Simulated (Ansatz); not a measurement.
# MnS (F-43m) in Ansatz: further runs

Aim: see how the results for MnS move with the level of theory and the settings. Levels: r2SCAN+D4, r2SCAN+rVV10. Tasks: relaxation of cell and atoms.

Program: Ansatz 0.2.0. These are calculated values, not measurements. Logs are shortened: lines on timing, memory, paths and dates and some standing lists are left out, and cuts for length are marked.

### Step 1. Starting point

Symmetry: F-43m, No. 216, cubic system. Conventional cell: a = 4.947 Å, b = 4.947 Å, c = 4.947 Å, α = 90.00°, β = 90.00°, γ = 90.00°. Mn (site symmetry -43m) is surrounded by 4 S at 2.14 Å. S (site symmetry -43m) has 4 Mn at 2.14 Å as nearest neighbours.

The cell is a database's computed one.

### Step 2. Relaxation of cell and atoms, r2SCAN+D4, collinear spin, ferromagnetic start

Input file input.yaml:

```yaml
crystal:
  lattice:
    - [0.0, 2.4734634191, 2.4734634191]
    - [2.4734634191, 0.0, 2.4734634191]
    - [2.4734634191, 2.4734634191, 0.0]
  atoms:
    - { symbol: Mn, position: [0.0, 0.0, 0.0], spin: 4.0 }
    - { symbol: S, position: [0.75, 0.75, 0.75] }
hamiltonian:
  xc: r2scan
  pseudopotentials: { kind: paw }
  dispersion: d4
magnetization:
  spin_polarized: true
kpoints:
  mp_grid: { grid: [9, 9, 9] }
scf:
  occupations: { method: fermi_dirac, width: 0.05 }
output:
  forces: true
  stress: true
  eigenvalues: true
  write_density: true
  write_potential: true
  elf: true
  volumetric_format: npy
relax:
  f_tol: 0.01
  max_steps: 40
  cell: { stress_tol: 0.05 }
```

Potentials or basis: Ansatz PAW.

Launch:

```bash
> ansatz run input.yaml --threads 2 --pin off --max-ram 5632MiB --backend cpu --events-out ev --progress --plain --runs-dir out
```

The program printed:

```text
Warning: RAYON_NUM_THREADS=2 ignored (pool sized by the plan → 2); use --threads N
Engine: ansatz 0.2.0, x86_64-unknown-linux-gnu
Pseudopotentials: kind: paw
Pseudopotential: Mn, paw, valence charge 15, recommended cutoff 500 eV (meta_gga), Mn.paw.azcp
Pseudopotential: S, paw, valence charge 6, recommended cutoff 500 eV (meta_gga), S.paw.azcp
Functional definition: r2SCAN
  parameter k0 = 0.174
  parameter k1 = 0.065
  parameter a1 = 4.9479
  exchange = r2scan_x(k0 = k0, k1 = k1, a1 = a1)
  correlation = r2scan_c
Crystal: 2 atoms, lattice volume = 30.265 Å³
Basis set: ecut = 500 eV, 749 PW (Γ), exchange–correlation on 108×108×108 points (64 copies of the dense FFT grid, shifted against one another)
Bands: 17, of which v1, the nominal top of the filled ones, is band 11 counted from 1 (10 counted from 0)
Symmetry: 24 space group operations
Space group: F-43m (ITA 216), of the structure as read, at distance tolerance 3.1e-5 Å
Magnetic group: BNS 216.74 (UNI 1576), of the structure as read, at distance tolerance 3.1e-5 Å
k-points: 35 of 729 (time reversal used)
Non-local potential: Mn, projectors of the file, l = 0: 3, l = 1: 2, l = 2: 3, l = 3: 1
Non-local potential: S, projectors of the file, l = 0: 2, l = 1: 2, l = 2: 2
PAW form: soft (Blöchl's): semilocal exchange-correlation on the pseudo side does not see the compensation charge
PAW frozen core: Mn, regenerated for the run's functional (the file was generated under x = pbe(κ = 0.804, μ = 0.2195149727645171), c = pbe(β = 0.06672455060314922))
PAW frozen core: S, regenerated for the run's functional (the file was generated under x = pbe(κ = 0.804, μ = 0.2195149727645171), c = pbe(β = 0.06672455060314922))
PAW one-centre angular grid: Mn, 590 points (default); XC on 160 Gauss nodes
PAW one-centre angular grid: S, 302 points (default); XC on 160 Gauss nodes
Initial density: superposition of atomic densities (chi_scale 0.1, normalization cell, long waves kept (reshape's long-wave potential 0.00 eV rms))
Starting moments: Σ|m| = 4 μB on 1 of 2 sites
Initial wavefunctions: pseudopotential atomic-orbital guess
Functional: x = r2scan, c = r2scan; τ floored in thin density (d = 2e-4 eV/Å³)
SCF iter   1: F=—  HF=-4809.571000 eV  |F-HF|=—  |Δ(HF+E_count)|=         —  Δρ=4.41e-2 (↑4.41e-2 ↓2.23e-2)  dr2=9.99e-1  dr2_τ=1.35e-2  dr2_m=9.11e-2  M=4.087 μB ∫|m|=4.088 μB  β_m=1.00  ethr=3.10e-3  ⟨swp⟩=5.5  Hψ=6118  notcnv=0
Mixer restart at iter 1: flushing history
preconditioner: auto → Kerker (q_TF=auto, 2.567 Å⁻¹)  [metal: Δε(μ)=0.018 eV  Ē_g=11.873 eV  σ=0.050 eV  W_gap=0.09  n_scr=14 (ndim 8)  ℏωp=24.3 eV  f_vac=0.000  D(μ)=1.02/eV (n_scr^D=8)]
spin=Collinear: Kerker preconditioning applied to the charge; magnetization (m = ρ↑ − ρ↓) channel mixes plain (no charge-response kernel on spin).
SCF iter   2: F=—  HF=-4810.141375 eV  |F-HF|=—  |Δ(HF+E_count)|=   5.70e-1  Δρ=2.40e-2 (↑1.75e-2 ↓2.40e-2)  dr2=5.39e-1  dr2_τ=4.54e-3  dr2_m=5.34e-3  M=4.044 μB ∫|m|=4.050 μB  β_m=1.00  ethr=3.10e-3  ⟨swp⟩=2.5  Hψ=2418  notcnv=0  defer=80  κ⁻¹=1.0e0(r=1)
SCF iter   3: F=—  HF=-4810.617083 eV  |F-HF|=—  |Δ(HF+E_count)|=   4.76e-1  Δρ=1.32e-2 (↑1.11e-2 ↓1.32e-2)  dr2=2.23e-1  dr2_τ=7.57e-4  dr2_m=1.88e-3  M=3.991 μB ∫|m|=4.000 μB  β_m=1.00  ethr=2.57e-3  ⟨swp⟩=2.4  Hψ=1840  notcnv=0  defer=80  κ⁻¹=2.1e-1(r=2)
SCF iter   4: F=—  HF=-4810.775602 eV  |F-HF|=—  |Δ(HF+E_count)|=         —  Δρ=1.10e-2 (↑1.10e-2 ↓8.11e-3)  dr2=4.61e-2  dr2_τ=6.44e-4  dr2_m=1.24e-2  M=3.797 μB ∫|m|=3.809 μB  β_m=1.00  ethr=1.06e-3  ⟨swp⟩=3.2  Hψ=2640  notcnv=0  defer=80
Mixer restart at iter 4: flushing history
SCF iter   5: F=—  HF=-4810.769056 eV  |F-HF|=—  |Δ(HF+E_count)|=   6.55e-3  Δρ=5.91e-3 (↑5.91e-3 ↓5.41e-3)  dr2=3.29e-2  dr2_τ=3.19e-4  dr2_m=1.15e-3  M=3.752 μB ∫|m|=3.763 μB  β_m=1.00  ethr=2.20e-4  ⟨swp⟩=2.0  Hψ=1594  notcnv=0  defer=80  κ⁻¹=1.0e0(r=1)
SCF iter   6: F=—  HF=-4810.782766 eV  |F-HF|=—  |Δ(HF+E_count)|=   1.37e-2  Δρ=3.26e-3 (↑3.26e-3 ↓2.95e-3)  dr2=1.35e-2  dr2_τ=8.32e-5  dr2_m=4.36e-5  M=3.705 μB ∫|m|=3.716 μB  β_m=1.00  ethr=1.57e-4  ⟨swp⟩=2.8  Hψ=2149  notcnv=0  defer=80  κ⁻¹=1.8e-1(r=2)
SCF iter   7: F=—  HF=-4810.794216 eV  |F-HF|=—  |Δ(HF+E_count)|=   1.14e-2  Δρ=1.79e-3 (↑1.34e-3 ↓1.79e-3)  dr2=1.54e-3  dr2_τ=2.22e-5  dr2_m=3.41e-4  M=3.675 μB ∫|m|=3.685 μB  β_m=1.00  ethr=6.41e-5  ⟨swp⟩=2.0  Hψ=2267  notcnv=0  defer=80  κ⁻¹=7.2e-3(r=3)
SCF iter   8: F=—  HF=-4810.793972 eV  |F-HF|=—  |Δ(HF+E_count)|=   2.44e-4  Δρ=1.33e-3 (↑9.93e-4 ↓1.33e-3)  dr2=1.23e-3  dr2_τ=1.30e-5  dr2_m=1.04e-4  M=3.681 μB ∫|m|=3.691 μB  β_m=1.00  ethr=7.34e-6  ⟨swp⟩=1.0  Hψ=1230  notcnv=0  defer=80  κ⁻¹=1.5e-3(r=4)
SCF iter   9: F=—  HF=-4810.793883 eV  |F-HF|=—  |Δ(HF+E_count)|=   8.89e-5  Δρ=4.00e-4 (↑3.32e-4 ↓4.00e-4)  dr2=1.45e-4  dr2_τ=1.51e-6  dr2_m=3.45e-6  M=3.692 μB ∫|m|=3.701 μB  β_m=1.00  ethr=5.85e-6  ⟨swp⟩=2.3  Hψ=1777  notcnv=0  defer=80  κ⁻¹=1.3e-4(r=5)
SCF iter  10: F=—  HF=-4810.794101 eV  |F-HF|=—  |Δ(HF+E_count)|=   2.18e-4  Δρ=3.58e-4 (↑2.03e-4 ↓3.58e-4)  dr2=6.65e-5  dr2_τ=9.50e-7  dr2_m=3.71e-6  M=3.694 μB ∫|m|=3.703 μB  β_m=1.00  ethr=6.91e-7  ⟨swp⟩=2.0  Hψ=2072  notcnv=0  defer=80  κ⁻¹=1.2e-4(r=6)
[... 115 lines left out ...]
SCF iter  11: F=—  HF=-4812.100009 eV  |F-HF|=—  |Δ(HF+E_count)|=  9.48e-10  Δρ=1.09e-7 (↑1.09e-7 ↓7.86e-8)  dr2=3.91e-12  dr2_τ=2.23e-13  dr2_m=6.42e-13  M=5.000 μB ∫|m|=5.000 μB  β_m=1.00  ethr=1.00e-12  ⟨swp⟩=2.4  Hψ=1755  notcnv=0  κ⁻¹=2.8e-7(r=8)
SCF iter  12: F=—  HF=-4812.100009 eV  |F-HF|=—  |Δ(HF+E_count)|=  1.21e-10  Δρ=4.28e-8 (↑3.43e-8 ↓4.28e-8)  dr2=9.22e-13  dr2_τ=6.35e-14  dr2_m=7.37e-14  M=5.000 μB ∫|m|=5.000 μB  β_m=1.00  ethr=1.00e-12  ⟨swp⟩=1.2  Hψ=1250  notcnv=0  κ⁻¹=1.9e-7(r=8)
SCF iter  13: F=-4812.100009 eV  HF=-4812.100009 eV  |F-HF|=2.73e-12  |Δ(HF+E_count)|=  1.64e-11  Δρ=1.88e-8 (↑1.17e-8 ↓1.88e-8)  dr2=1.04e-13  dr2_τ=1.43e-14  dr2_m=3.72e-14  M=5.000 μB ∫|m|=5.000 μB  ethr=1.00e-12  ⟨swp⟩=3.6  Hψ=4359  notcnv=0
SCF 7 converged in 13 iterations: F = -4812.100009 eV  dr2 = 1.04e-13
relax step   7: F+E_penalty+E_count = -4812.10000903 eV  Δ(F+E_penalty+E_count) = -7.953e-3 eV  max|allowed force component| = 6.129e-17 eV/Å  Δτ_max = 0.0000 Å  P = -0.002 GPa  Ω = 44.505 Å³  stress off target by 2.50e-3 GPa  SCF on the basis re-selected at this cell (its energy is not comparable with the rows above)  (13 SCF iters)
basis re-selected at this cell: Δ(F+E_penalty+E_count) = -7.953e-3 eV, ΔP = +0.002 GPa vs the last step (what re-selecting the basis moved, of the pressure what is left beyond the Pulay correction that the steps carried, after the strain that the cell walked since its last selection, with what the two solves' SCF thresholds leave and, on support functions, any second-order correction that the steps lacked; it is no measure of the basis error at this ecutwfc). The dense FFT grid was sized anew with the basis: this SCF ran on 30×30×30 points, the steps before it on 27×27×27, so part of this shift can come from that change (see relax.cell in the input reference). This SCF's stress stands 2.50e-3 GPa from its target on what of the cell is left free (relax.cell.stress_tol is 5.00e-2 GPa) and its largest allowed force component is 6.13e-17 eV/Å (relax.f_tol is 1.00e-2 eV/Å): within both
SCF converged after 13 iterations
Stability not checked: this state was not tested for a lower state beside it, because the mixer in use, unlike msr1, does not test its closes by its own steps (another_mixer; see scf.mixing.algorithm and scf.lower_state_search)
Magnetization: 5.0000 μB (13.0000 up, 8.0000 down)
Absolute magnetization: 5.0000 μB (∫|ρ↑−ρ↓|, with the PAW one-centre terms)
Spin contamination: 0.0126 ħ² per cell (⟨S²⟩ above its minimum at these occupations)
Per-site moments (μB) at R_I (Å): [(4.316507939974256, 1.0047995437598432), (0.10739728888698255, 1.0047995437598432)]
Free energy (F): -4812.100009 eV
Harris-Foulkes:  -4812.100009 eV  (|F-HF|=2.73e-12)
Internal energy: -4812.099994 eV  (E = F + TS)
E sigma→0 (E₀):  -4812.100002 eV
Entropy (-TS):   -0.000015 eV (-0.007 meV/atom)
Fermi energy:    7.473526 eV
--- Per-component energies (eV) ---
  E_band       = -381.815425
  E_kinetic    = 404.830503
  E_local      = -2811.595088  (includes V_loc(G=0)·N_el)
  E_nonlocal   = 282.812816
  E_hartree    = 1154.732852
  E_xc         = -198.651579
  E_vxc        = -251.802771  (∫ρ·V_xc dr)
  E_paw        = -1927.291038  (= ΣΔE_a)
  E_vpaw       = -330.863629  (= ΣTr[D̂ρ^β])
  E_aug_tail   = -0.000004  (compensation charges beyond the density's cutoff)
  E_vtau       = 15.337035  (kinetic-family band-sum trace: ∫τ·v_τ [+ j·A + Jᵃ·Aᵃ] dr)
  E_ewald      = -1716.306804
  E_disp       = -0.238842  (pairwise vdW)
  E_core_change = -0.392810  (= ΣΔE_core)
  E_smearing   = -0.000015  (= −TS)
  E_closure    = 0.000000  (closes the sum)
  Σ components = -4812.100009   (vs F -4812.100009, Δ=0.00e0)
--- Forces (eV/Å), atoms counted from 1 ---
  atom   1  Mn    -0.00000000     0.00000000     0.00000000
  atom   2  S      0.00000000    -0.00000000    -0.00000000
  max |Σ_I F_I| component: 5.32e-17 eV/Å
--- Stress (GPa, compression-positive) ---
       -0.002499      -0.000000      -0.000000
       -0.000000      -0.002499      -0.000000
       -0.000000       0.000000      -0.002499
  P = ⅓ Tr σ = -0.0025 GPa (-0.025 kbar)
--- Band table (eV; the first three rows and the last of 70) ---
  k-point 0 ↑: bands = ["-78.4245", "-45.9076", "-45.9076", "-45.9076", "-7.2441", "1.9397", "1.9397", "1.9397", "3.5009", "3.5009", "7.1751", "7.1751", "7.1751", "8.3989", "13.3186", "13.3186", "13.3186"]
  k-point 1 ↑: bands = ["-78.4245", "-45.9080", "-45.9077", "-45.9077", "-7.1724", "1.8514", "1.9715", "1.9715", "3.4957", "3.4957", "6.4777", "7.0532", "7.0532", "9.0453", "13.1797", "13.5056", "13.5056"]
  k-point 2 ↑: bands = ["-78.4245", "-45.9089", "-45.9078", "-45.9078", "-6.9828", "1.6463", "2.0477", "2.0477", "3.4980", "3.4980", "5.4054", "6.7544", "6.7544", "9.8805", "13.1516", "13.8177", "13.8177"]
  k-point 34 ↓: bands = ["-72.1778", "-39.6864", "-39.6849", "-39.6839", "-6.0681", "2.6201", "2.9732", "3.6815", "8.0002", "8.6995", "9.3918", "9.7227", "10.1941", "13.6688", "14.9204", "15.0648", "16.4460"]
--- Relaxed structure (6 steps of the walk, 6 accepted, 1 SCFs on fresh bases) ---
  F+E_penalty+E_count = -4812.10000903 eV   max|allowed force component| = 6.129e-17 eV/Å   (the final SCF, on the basis selected at the relaxed cell)
  cell:  # Å, volume = 44.5046 Å³
    - [6.895560738141412e-35, 2.8127092706490116, 2.8127092706490116]
    - [2.8127092706490116, -4.299772913478369e-33, 2.8127092706490116]
    - [2.8127092706490116, 2.8127092706490116, -1.3380879419943177e-33]
  atoms:
    - { symbol: Mn, position: [-2.1412515366780824e-34, -3.309206920320673e-34, 1.946592306070984e-35] }
    - { symbol: S, position: [0.7499999999999999, 0.7499999999999999, 0.7499999999999999] }
```

It took 73 s on 2 threads of Intel Xeon Platinum 8259CL at 2.50GHz (Skylake/Cascade Lake), shared host; peak memory 0.58 GiB.

Results:

| Item | Value |
| --- | --- |
| Free energy | -4812.1000 eV |
| Relaxed volume | 22.25 Å³/atom |
| Relaxed cell | a = 3.978 Å, b = 3.978 Å, c = 3.978 Å, α = 60.00°, β = 60.00°, γ = 60.00° |
| Space group after relaxing (to 0.05 Å) | F-43m (No. 216) |
| Energy gained by relaxing | 653.0 meV/atom |
| Ionic steps | 7 |
| Pressure after relaxing | 0.0 GPa |
| Band gap on the k mesh | 0.69 eV, indirect (least direct gap 1.22 eV) |
| Net moment | 5.00 μB per cell |
| Absolute moment | 5.00 μB per cell |
| Site moments | Mn +4.32; S +0.11 μB |

Step by step:
```tsv
step	energy change (eV)	largest force (eV/Å)	volume (Å³)
1	0.0000	0.0000	30.27
2	-0.7140	0.0000	34.73
3	-1.1746	0.0000	39.81
4	-1.2930	0.0000	45.51
5	-1.2978	0.0000	44.63
6	-1.2980	0.0000	44.50
7	-1.3059	0.0000	44.50
```

Final structure:
```
CELL_PARAMETERS angstrom
0.00000 2.81271 2.81271
2.81271 0.00000 2.81271
2.81271 2.81271 0.00000
ATOMIC_POSITIONS crystal
Mn 0.00000 0.00000 0.00000
S 0.75000 0.75000 0.75000
```

Caveat: the magnetic or orbital state may not be the lowest; the volume moved by over 15 % at a fixed basis, so the end points are rough; odd divisions of the mesh miss points on the zone boundary, where band edges often lie, so the gap on the mesh can be too wide; the plane-wave basis is chosen anew once the cell has moved, so the energies of steps on either side of that aren't comparable; a cell with one magnetic atom can't hold antiferromagnetic order, which such compounds often take; the PAW data sets come from PBE, with cores solved anew for the run's functional, which leaves a small shift of forces and pressure. A k mesh can miss the band edges.

### Step 3. Relaxation of cell and atoms, r2SCAN+rVV10, collinear spin, ferromagnetic start

input.yaml: that of step 2 with these lines changed.

```diff
@@ -11,3 +11,3 @@
   pseudopotentials: { kind: paw }
-  dispersion: d4
+  dispersion: rvv10
 magnetization:
@@ -22,6 +22,2 @@
   eigenvalues: true
-  write_density: true
-  write_potential: true
-  elf: true
-  volumetric_format: npy
 relax:
```

Potentials or basis: Ansatz PAW.

Launch:

```bash
> ansatz run input.yaml --threads 2 --pin off --max-ram 5632MiB --backend cpu --events-out ev --progress --plain --runs-dir out
```

Wall time 88 s (2 threads of Intel Xeon Platinum 8259CL at 2.50GHz (Skylake/Cascade Lake), shared host); peak memory 0.67 GiB.

It converged, with:

```yaml
Free_energy: -4810.3780 eV
Relaxed_volume: 22.25 Å³/atom
Relaxed_cell: a = 3.978 Å, b = 3.978 Å, c = 3.978 Å, α = 60.00°, β = 60.00°, γ = 60.00°
Space_group_after_relaxing_to_0.05_Å: F-43m (No. 216)
Energy_gained_by_relaxing: 653.8 meV/atom
Ionic_steps: 7
Pressure_after_relaxing: 0.0 GPa
Band_gap_on_the_k_mesh: 0.65 eV, indirect (least direct gap 1.15 eV)
Net_moment: 5.00 μB per cell
Absolute_moment: 5.00 μB per cell
Site_moments: Mn +4.31; S +0.11 μB
```

Step by step:
```
step  energy change (eV)  largest force (eV/Å)  volume (Å³)
   1              0.0000                0.0000        30.27
   2             -0.7193                0.0000        34.75
   3             -1.1773                0.0000        39.83
   4             -1.2947                0.0000        45.50
   5             -1.2995                0.0000        44.62
   6             -1.2996                0.0000        44.50
   7             -1.3075                0.0000        44.50
```

Final structure:
```yaml
crystal:
  lattice:
    - [0.00000, 2.81261, 2.81261]
    - [2.81261, 0.00000, 2.81261]
    - [2.81261, 2.81261, 0.00000]
  atoms:
    - { symbol: Mn, position: [0.00000, 0.00000, 0.00000] }
    - { symbol: S, position: [0.75000, 0.75000, 0.75000] }
```

Levels at points of the mesh, in eV from the valence-band top:
Spin up:
```csv
k point,band 11,band 12,band 13,band 14,band 15,band 16
"(0.00, 0.00, 0.00)",0.00,0.00,0.00,1.15,6.11,6.11
```
Spin down:
```
           k point  band 6  band 7  band 8  band 9  band 10  band 11
(0.00, 0.00, 0.00)   -3.25   -3.25   -3.25    1.82     1.82     2.44
```

Caveat: the magnetic or orbital state may not be the lowest; the volume moved by over 15 % at a fixed basis, so the end points are rough; odd divisions of the mesh miss points on the zone boundary, where band edges often lie, so the gap on the mesh can be too wide; the plane-wave basis is chosen anew once the cell has moved, so the energies of steps on either side of that aren't comparable; a cell with one magnetic atom can't hold antiferromagnetic order, which such compounds often take; the PAW data sets come from PBE, with cores solved anew for the run's functional, which leaves a small shift of forces and pressure. r2SCAN opens gaps a little over a GGA but as a rule still falls short of measured ones.
